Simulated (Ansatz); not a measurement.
# Cr(100) with 4 layers of random Cr-V, 2x2: scattering by chemical disorder, part 2 of 2

How strongly does chemical disorder scatter in Cr(100) with 4 layers of random Cr-V, 2x2?

Ansatz 0.2.0; Ansatz plane-wave DFT, PBE, PAW files; ballistic transport by layer matching (Landauer), zero bias; PAW set soft_1.

So far. Step 3 (With 8 alloy layers): Over the solved energies the transmission per spin lies between 2.59 and 2.79, out of 5.32 channels of the lead on average (up to 5.47).

## 4. With 12 alloy layers

In 12 layers a share of 0.5 of the sites is given to V at random. A fresh draw is used; the growth of the resistance with length is what counts.

System of this step: Cr(100) with 12 layers of random Cr-V, 2x2. The cell holds 88 atoms: 64 Cr and 24 V. Cell: a = 5.768 Å, b = 5.768 Å, c = 31.723 Å, α = 90.0°, β = 90.0°, γ = 90.0°. It derives from Cr. Regions: lead, 40 atoms (40 Cr); scattering region, 48 atoms (24 V and 24 Cr). The structure is stacked along c, and the current runs across the ab planes.

File input.yaml:

```yaml
crystal:
  lattice:
    - [5.7678, 0.0, 0.0]
    - [0.0, 5.7678, 0.0]
    - [0.0, 0.0, 31.7229]
  atoms:
    - { symbol: Cr, position: [0.0, 0.0, 0.0227272727] }
    - { symbol: Cr, position: [0.0, 0.5, 0.0227272727] }
    - { symbol: Cr, position: [0.5, 0.0, 0.0227272727] }
    - { symbol: Cr, position: [0.5, 0.5, 0.0227272727] }
    - { symbol: Cr, position: [0.25, 0.25, 0.0681818182] }
    - { symbol: Cr, position: [0.25, 0.75, 0.0681818182] }
    - { symbol: Cr, position: [0.75, 0.25, 0.0681818182] }
    - { symbol: Cr, position: [0.75, 0.75, 0.0681818182] }
    - { symbol: Cr, position: [0.0, 0.0, 0.1136363636] }
    - { symbol: Cr, position: [0.0, 0.5, 0.1136363636] }
    - { symbol: Cr, position: [0.5, 0.0, 0.1136363636] }
    - { symbol: Cr, position: [0.5, 0.5, 0.1136363636] }
    - { symbol: Cr, position: [0.25, 0.25, 0.1590909091] }
    - { symbol: Cr, position: [0.25, 0.75, 0.1590909091] }
    - { symbol: Cr, position: [0.75, 0.25, 0.1590909091] }
    - { symbol: Cr, position: [0.75, 0.75, 0.1590909091] }
    - { symbol: Cr, position: [0.0, 0.0, 0.2045454545] }
    - { symbol: Cr, position: [0.0, 0.5, 0.2045454545] }
    - { symbol: Cr, position: [0.5, 0.0, 0.2045454545] }
    - { symbol: Cr, position: [0.5, 0.5, 0.2045454545] }
    - { symbol: V, position: [0.25, 0.25, 0.25] }
    - { symbol: Cr, position: [0.25, 0.75, 0.25] }
    - { symbol: V, position: [0.75, 0.25, 0.25] }
    - { symbol: V, position: [0.75, 0.75, 0.25] }
    - { symbol: V, position: [0.0, 0.0, 0.2954545455] }
    - { symbol: Cr, position: [0.0, 0.5, 0.2954545455] }
    - { symbol: V, position: [0.5, 0.0, 0.2954545455] }
    - { symbol: Cr, position: [0.5, 0.5, 0.2954545455] }
    - { symbol: Cr, position: [0.25, 0.25, 0.3409090909] }
    - { symbol: Cr, position: [0.25, 0.75, 0.3409090909] }
    - { symbol: Cr, position: [0.75, 0.25, 0.3409090909] }
    - { symbol: Cr, position: [0.75, 0.75, 0.3409090909] }
    - { symbol: V, position: [0.0, 0.0, 0.3863636364] }
    - { symbol: V, position: [0.0, 0.5, 0.3863636364] }
    - { symbol: Cr, position: [0.5, 0.0, 0.3863636364] }
    - { symbol: Cr, position: [0.5, 0.5, 0.3863636364] }
    - { symbol: V, position: [0.25, 0.25, 0.4318181818] }
    - { symbol: V, position: [0.25, 0.75, 0.4318181818] }
    - { symbol: Cr, position: [0.75, 0.25, 0.4318181818] }
    - { symbol: Cr, position: [0.75, 0.75, 0.4318181818] }
    - { symbol: V, position: [0.0, 0.0, 0.4772727273] }
    - { symbol: V, position: [0.0, 0.5, 0.4772727273] }
    - { symbol: V, position: [0.5, 0.0, 0.4772727273] }
    - { symbol: V, position: [0.5, 0.5, 0.4772727273] }
    - { symbol: Cr, position: [0.25, 0.25, 0.5227272727] }
    - { symbol: V, position: [0.25, 0.75, 0.5227272727] }
    - { symbol: Cr, position: [0.75, 0.25, 0.5227272727] }
    - { symbol: V, position: [0.75, 0.75, 0.5227272727] }
    - { symbol: V, position: [0.0, 0.0, 0.5681818182] }
    - { symbol: V, position: [0.0, 0.5, 0.5681818182] }
    - { symbol: V, position: [0.5, 0.0, 0.5681818182] }
    - { symbol: Cr, position: [0.5, 0.5, 0.5681818182] }
    - { symbol: Cr, position: [0.25, 0.25, 0.6136363636] }
    - { symbol: Cr, position: [0.25, 0.75, 0.6136363636] }
    - { symbol: Cr, position: [0.75, 0.25, 0.6136363636] }
    - { symbol: V, position: [0.75, 0.75, 0.6136363636] }
    - { symbol: Cr, position: [0.0, 0.0, 0.6590909091] }
    - { symbol: Cr, position: [0.0, 0.5, 0.6590909091] }
    - { symbol: Cr, position: [0.5, 0.0, 0.6590909091] }
    - { symbol: Cr, position: [0.5, 0.5, 0.6590909091] }
    - { symbol: Cr, position: [0.25, 0.25, 0.7045454545] }
    - { symbol: V, position: [0.25, 0.75, 0.7045454545] }
    - { symbol: V, position: [0.75, 0.25, 0.7045454545] }
    - { symbol: V, position: [0.75, 0.75, 0.7045454545] }
    - { symbol: Cr, position: [0.0, 0.0, 0.75] }
    - { symbol: Cr, position: [0.0, 0.5, 0.75] }
    - { symbol: V, position: [0.5, 0.0, 0.75] }
    - { symbol: V, position: [0.5, 0.5, 0.75] }
    - { symbol: Cr, position: [0.25, 0.25, 0.7954545455] }
    - { symbol: Cr, position: [0.25, 0.75, 0.7954545455] }
    - { symbol: Cr, position: [0.75, 0.25, 0.7954545455] }
    - { symbol: Cr, position: [0.75, 0.75, 0.7954545455] }
    - { symbol: Cr, position: [0.0, 0.0, 0.8409090909] }
    - { symbol: Cr, position: [0.0, 0.5, 0.8409090909] }
    - { symbol: Cr, position: [0.5, 0.0, 0.8409090909] }
    - { symbol: Cr, position: [0.5, 0.5, 0.8409090909] }
    - { symbol: Cr, position: [0.25, 0.25, 0.8863636364] }
    - { symbol: Cr, position: [0.25, 0.75, 0.8863636364] }
    - { symbol: Cr, position: [0.75, 0.25, 0.8863636364] }
    - { symbol: Cr, position: [0.75, 0.75, 0.8863636364] }
    - { symbol: Cr, position: [0.0, 0.0, 0.9318181818] }
    - { symbol: Cr, position: [0.0, 0.5, 0.9318181818] }
    - { symbol: Cr, position: [0.5, 0.0, 0.9318181818] }
    - { symbol: Cr, position: [0.5, 0.5, 0.9318181818] }
    - { symbol: Cr, position: [0.25, 0.25, 0.9772727273] }
    - { symbol: Cr, position: [0.25, 0.75, 0.9772727273] }
    - { symbol: Cr, position: [0.75, 0.25, 0.9772727273] }
    - { symbol: Cr, position: [0.75, 0.75, 0.9772727273] }
kpoints:
  mp_grid: { grid: [4, 4, 1] }
hamiltonian:
  xc: pbe
  pseudopotentials: { kind: paw, azcp: { folder: soft_1 } }
scf:
  occupations: { method: fermi_dirac, width: 0.1 }
output:
  transmission: { leads: [[0, 4]], kmesh: [8, 8], e_range: [-0.05, 0.05], de: 0.05 }
  write_potential: true
  write_density: true
  volumetric_format: npy
```

On the command line:

```sh
$ ansatz run input.yaml --threads 4 --pin off --max-ram 15360MiB --backend cpu --events-out ev --progress --plain --runs-dir out
```

Numbers of over 12 decimals in the logs are rounded to 6 here.

Output:

```text
[...]
Crystal: 88 atoms, lattice volume = 1055.342 Å³
Basis set: ecut = 420 eV, 20751 PW (Γ)
Bands: 725, of which v1, the nominal top of the filled ones, is band 604 counted from 1 (603 counted from 0)
Symmetry: 1 space group operations
[...]
k-points: 10 of 16 (time reversal used)
[...]
SCF iter   1: F=—  HF=-286426.047914 eV  |F-HF|=—  |Δ(HF+E_count)|=         —  Δρ=4.95e-1  dr2=7.10e4  ethr=3.10e-3  ⟨swp⟩=5.3  Hψ=24631  notcnv=0
[...]
SCF iter  15: F=-286076.511869 eV  HF=-286076.511869 eV  |F-HF|=2.08e-8  |Δ(HF+E_count)|=   2.56e-9  Δρ=8.19e-7  dr2=2.16e-8  ethr=8.28e-12  ⟨swp⟩=12.5  Hψ=29469  notcnv=0
SCF 1 converged in 15 iterations: F = -286076.511869 eV  dr2 = 2.16e-8
[...]
transmission: 144 of 1360 steps passed
transmission: 273 of 1360 steps passed
[...]
transmission: 1360 of 1360 steps passed
SCF converged after 15 iterations
Free energy (F): -286076.511869 eV
[...]
Internal energy: -286074.399535 eV  (E = F + TS)
E sigma→0 (E₀):  -286075.455702 eV
Entropy (-TS):   -2.112333 eV (-24.004 meV/atom)
Fermi energy:    18.605588 eV
[...]
--- Band table (eV; the first three rows and the last of 10) ---
  k-point 0: bands = [... 600 lower, 18.7156, 18.7272, 18.7680, 18.7701, 18.7744, 18.7795, 18.8135, 18.8241, ... 117 higher]
  k-point 1: bands = [... 600 lower, 18.6818, 18.6867, 18.7229, 18.7402, 18.7581, 18.7784, 18.8244, 18.8321, ... 117 higher]
  k-point 2: bands = [... 600 lower, 18.4065, 18.4154, 18.4301, 18.4446, 18.4678, 18.4850, 18.5052, 18.5749, ... 117 higher]
  k-point 9: bands = [... 600 lower, 17.9837, 18.0378, 18.0436, 18.0530, 18.0595, 18.0665, 18.0892, 18.0974, ... 117 higher]
--- Transmission ---
  basis      : 293 plane waves across, 40 finite elements along
  points     : 34, standing for a mesh of 8 x 8
[...]
channels       : 5.468750e0 a spin
[...]
slowest decay  : 0.0263 /Å at (0.5000, 0.3750)
  junction   : crystal 0 to crystal 0, 0.70 to 30.98 Å
    transmission   : 2.467492e0 a spin
[...]
```

The job ended after 33 min (4 threads of Arm Neoverse V1, shared host; peak memory 6.7 GiB; 2 h of CPU time).

Numbers from this step:

| Item | Value |
| --- | --- |
| free energy | -286076.5119 eV |
| energy at zero smearing | -286075.4557 eV |
| transmission per spin nearest the Fermi level | 2.467 |
| step of the lead's potential | 4.7 meV |

Per spin. Table of transmission, zone mean by energy, zero at the Fermi level:

| energy (eV) | transmission, zone mean |
| --- | --- |
| -0.0500 | 2.55 |
| 0.0000 | 2.47 |
| 0.0500 | 2.23 |

Over the solved energies the transmission per spin lies between 2.23 and 2.55, out of 5.20 channels of the lead on average (up to 5.47).

## 5. The fit

This step: Ansatz plane-wave DFT, PBE, PAW files; ballistic transport by layer matching (Landauer), zero bias; residual resistivity from the slope of the area resistance, atoms on the host's lattice; PAW set soft_1 (Ansatz 0.2.0).

Numbers from this step:

- resistivity: 41.05 µΩ cm
- intercept: 0.2629 fΩ m²
- scatter about the fit: 0.03067 fΩ m²

Resistance, by row:

| run | length (Å) | T | channels N | RA (fΩ m²) |
| --- | --- | --- | --- | --- |
| n4 | 5.768 | 3.293 | 5.198 | 0.478 |
| n8 | 11.54 | 2.706 | 5.323 | 0.7798 |
| n12 | 17.3 | 2.415 | 5.198 | 0.9516 |

Area resistance against length of the alloy:

| length of the alloy (Å) | area resistance (fΩ m²) |
| --- | --- |
| 5.77 | 0.478 |
| 11.54 | 0.780 |
| 17.30 | 0.952 |

The area resistance goes from 0.48 to 0.95 fΩ m² between 5.8 and 17.3 Å, a slope of 41 µΩ cm.

By hand from the end points: (0.9516 − 0.4780) fΩ m² / (17.30 − 5.77) Å = 41 µΩ cm, since 1 fΩ m² per Å is 1000 µΩ cm.

## 6. What came out

| Item | Value |
| --- | --- |
| resistivity from the slope | 41.1 µΩ cm |
| area resistance over 5.77 Å | 0.478 fΩ m² |
| area resistance over 11.5 Å | 0.780 fΩ m² |
| area resistance over 17.3 Å | 0.952 fΩ m² |

The slope gives 41 µΩ cm. The points scatter by 0.031 fΩ m² about the line, with one random draw a length in a 2x2 cell, so the slope is a rough value. The lead's own channel count moves between the runs (5.20, 5.32 and 5.20), which shifts RA and the slope too. Read with a model of isotropic scattering on a spherical Fermi surface and the lead's 1.2×10¹⁵ S/m², this slope means a mean free path near 16 Å (a rough figure, since the alloy's own channel count differs); over these lengths the model's slope is 1.03 times its bulk resistivity, which would be 40 µΩ cm. The atoms sit on the host's lattice, so scattering by size misfit is left out. The runs have no spin polarisation, although Cr can order magnetically, which would change the channels.

[Logs are printed without paths, hosts, clocks, repeated set-up lines and the standing remarks that a program may print on its own settings, such as how far it seeks lower states.]

[Hosts, paths, dates, database ids (printed as entryN), source tags and the programs' standing remarks are cut or masked in the printed files.]
